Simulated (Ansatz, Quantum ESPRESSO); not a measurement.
# AlN (Fm-3m): the LO frequency by hand

Wanted: the LO mode of AlN (Fm-3m) from the TO mode and the field response.

Method: DFT LDA, scalar-relativistic, plane waves, PseudoDojo norm-conserving pseudopotentials, in Quantum ESPRESSO 8.0 development, patched.

## Step 1: The relaxed structure

It takes space group Fm-3m (No. 225, cubic). Conventional cell: a = 4.003 Å, b = 4.003 Å, c = 4.003 Å, α = 90.00°, β = 90.00°, γ = 90.00°. Nearest to Al lie 6 N at 2.00 Å. N has 6 Al at 2.00 Å nearest. Farther neighbours and most contacts between anions are not listed.

Structure file:

```xyz
2
Lattice="-2.0017 0.0000 2.0017 0.0000 2.0017 2.0017 -2.0017 2.0017 0.0000" Properties=species:S:1:pos:R:3 pbc="T T T"
Al   -2.0017    2.0017    2.0017
N     0.0000    0.0000    0.0000
```

This is the cell after its relaxation at this level of theory, not the database cell from which that began.

## Step 2: What the response run gave

A linear-response run on the relaxed cell, with the response to an electric field; only its zone-centre results are used. Cutoff 84 Ry, k mesh 8×8×8.

What it wrote:

```text
[banners, grids, parts of the stress and lines that vanish by symmetry left out]
Program PHONON v.8.0dev
     Dynamical matrices for q-points given in input
     (   1q-points):
[...]
Exchange-correlation= PW
                           (   1   4   0   0   0   0   0)
[...]
kinetic-energy cut-off    =      84.0000  Ry
     charge density cut-off    =     336.0000  Ry
     convergence threshold     =      1.0E-18
[...]
Exchange-correlation= PW
                           (   1   4   0   0   0   0   0)
[...]
q = (   0.0000000   0.0000000   0.0000000 )
     49 Sym.Ops. (with q -> -q+G )
     G cutoff =  243.5564  (  11191 G-vectors)     FFT grid: ( 32, 32, 32)
     number of k points=    29
[...]
Mode symmetry, O_h (m-3m)  point group:
[...]
Dielectric constant
[...]
End of electric fields calculation
          Dielectric constant in cartesian axis
          (       4.987880724       0.000000000       0.000000000 )
          (       0.000000000       4.987880724      -0.000000000 )
          (       0.000000000      -0.000000000       4.987880724 )
          Effective charges (d Force / dE) in cartesian axis without acoustic sum rule applied (asr)
           atom    1  Al    Mean Z*:        2.92579
      Ex  (        2.92579       -0.00000        0.00000 )
      Ey  (       -0.00000        2.92579        0.00000 )
      Ez  (       -0.00000       -0.00000        2.92579 )
           atom    2  N     Mean Z*:       -2.93649
      Ex  (       -2.93649        0.00000        0.00000 )
      Ey  (        0.00000       -2.93649        0.00000 )
      Ez  (        0.00000        0.00000       -2.93649 )
          Effective charges Sum: Mean:       -0.01070
[...]
Effective charges (d Force / dE) in cartesian axis with asr applied:
           atom    1  Al    Mean Z*:        2.93114
[...]
atom    2  N     Mean Z*:       -2.93114
[...]
Dielectric constant from finite-differences
          (       4.987792699      -0.000000000       0.000000000 )
          (      -0.000000000       4.987792699      -0.000000000 )
          (       0.000000000      -0.000000000       4.987792699 )
[...]
(      -0.000000000      -0.000000000       0.000000000 )
          (      -0.000000000      -0.000000000      -0.000000000 )
          (       0.000000000       0.000000000       0.000000000 )
          (       0.000000000      -0.000000000      -0.000000000 )
          (       0.000000000      -0.000000000       0.000000000 )
          (      -0.000000000      -0.000000000      -0.000000000 )
          (      -0.000000000       0.000000000       0.000000000 )
          (       0.000000000       0.000000000      -0.000000000 )
[...]
(       0.000000000       0.000000000      -0.000000000 )
          (       0.000000000      -0.000000000       0.000000000 )
          (      -0.000000000      -0.000000000      -0.000000000 )
          (      -0.000000000      -0.000000000      -0.000000000 )
          (       0.000000000       0.000000000       0.000000000 )
[...]
Representation #   1 modes #   1   2   3
[...]
End of self-consistent calculation
     Convergence has been achieved
     Representation #   2 modes #   4   5   6
[...]
End of self-consistent calculation
     Convergence has been achieved
[...]
Dielectric constant in cartesian axis
          (       4.987880724       0.000000000       0.000000000 )
          (       0.000000000       4.987880724      -0.000000000 )
          (       0.000000000      -0.000000000       4.987880724 )
          Effective charges (d Force / dE) in cartesian axis without acoustic sum rule applied (asr)
           atom    1  Al    Mean Z*:        2.92579
      Ex  (        2.92579       -0.00000        0.00000 )
      Ey  (       -0.00000        2.92579        0.00000 )
      Ez  (       -0.00000       -0.00000        2.92579 )
           atom    2  N     Mean Z*:       -2.93649
      Ex  (       -2.93649        0.00000        0.00000 )
      Ey  (        0.00000       -2.93649        0.00000 )
      Ez  (        0.00000        0.00000       -2.93649 )
          Effective charges Sum: Mean:       -0.01070
[...]
Effective charges (d Force / dE) in cartesian axis with asr applied:
           atom    1  Al    Mean Z*:        2.93114
[...]
atom    2  N     Mean Z*:       -2.93114
[...]
q = (    0.000000000   0.000000000   0.000000000 )
[...]
freq (    1) =      -0.041094 [THz] =      -1.370752 [cm-1]
     freq (    2) =      -0.041094 [THz] =      -1.370752 [cm-1]
     freq (    3) =      -0.041094 [THz] =      -1.370752 [cm-1]
     freq (    4) =      14.501751 [THz] =     483.726355 [cm-1]
     freq (    5) =      14.501751 [THz] =     483.726355 [cm-1]
     freq (    6) =      14.501751 [THz] =     483.726355 [cm-1]
[...]
Mode symmetry, O_h (m-3m)  point group:
     freq (   1-   3) =         -1.4  [cm-1]   --> T_1u G_15  G_4- I
     freq (   4-   6) =        483.7  [cm-1]   --> T_1u G_15  G_4- I

   JOB DONE.
```

| quantity | value |
| --- | --- |
| cell volume Ω (Å³) | 16.041 |
| mass of Al (u) | 26.982 |
| mass of N (u) | 14.007 |
| Born charge of Al, raw (e) | 2.926 |
| Born charge of N, raw (e) | -2.937 |
| ε∞ | 4.988 |
| ω(TO) after the sum rule (cm⁻¹) | 483.7 |

## Step 3: The calculation

The charges must sum to zero over the cell; taking off their mean, -0.005 e, leaves Z* = 2.931 e on Al. In the polar mode Al moves against N, so the reduced mass is μ = 26.98 × 14.01 / 40.99 = 9.220 u.

A longitudinal wave builds up a field that adds to the restoring force: ω(LO)² = ω(TO)² + 4π Z*² / (μ Ω ε∞), in Hartree atomic units. With μ = 16808 electron masses and Ω = 108.25 bohr³ the second term is 1.1897e-05 Ha², or 573076 cm⁻² (1 Ha = 219474.6 cm⁻¹).

So ω(LO) = √(233995 + 573076) = 898.4 cm⁻¹, and by the Lyddane-Sachs-Teller relation ε₀ = ε∞ (ω(LO)/ω(TO))² = 17.20.

## Step 4: Check against the program

The analysis program adds the same non-analytic term to the full matrix, here for q along (1 0 0).

What it wrote:

```text
[banner, memory and clock lines left out]
Program DYNMAT v.8.0dev

     Reading Dynamical Matrix from file g.dyn
     ...Force constants read
     ...epsilon and Z* read
     ...Raman cross sections read

     Polarizability (A^3 units)
     multiply by 0.429315 for Clausius-Mossotti correction (not under assume_isolated = 'mt')
         5.090386    0.000000    0.000000
         0.000000    5.090386   -0.000000
         0.000000   -0.000000    5.090386

     IR activities are in (D/A)^2/amu units

# mode   [cm-1]    [THz]      IR
    1     -0.00   -0.0000    0.0000
    2      0.00    0.0000    0.0000
    3      0.00    0.0000    0.0000
    4    483.73   14.5019   21.4977
    5    483.73   14.5019   21.4977
    6    898.37   26.9325   21.4977
```

ε₀ comes from the program's run without a direction of q.

| quantity | by hand | program |
| --- | --- | --- |
| ω(LO) (cm⁻¹) | 898.4 | 898.4 |
| ε₀ | 17.20 | 17.20 |

## Step 5: Summary of results

| Quantity | Value |
| --- | --- |
| TO mode | 483.7 cm⁻¹ |
| LO mode | 898.4 cm⁻¹ |
| static dielectric constant | 17.20 |

In words: The LO mode of AlN (Fm-3m) lies at 898 cm⁻¹, 415 cm⁻¹ above the TO mode; the formula meets the program within 0.1 cm⁻¹, as it must for a cubic crystal with one polar mode. ω(LO)² − ω(TO)² goes with Z*²/ε∞: an error of 5 % in ε∞ would move the LO mode by 15.3 cm⁻¹, and semilocal functionals tend to overestimate ε∞. These are harmonic values at zero temperature, at the volume of this functional, for the structure held cubic; stability elsewhere in the zone is no part of this calculation.

[Host names and launcher messages were left out of these logs when they were recorded.]

[Logs are printed without paths, hosts, clocks, repeated set-up lines and the standing remarks that a program may print on its own settings, such as how far it seeks lower states.]

[Hosts, paths, dates, database ids (printed as entryN), source tags and the programs' standing remarks are cut or masked in the printed files.]
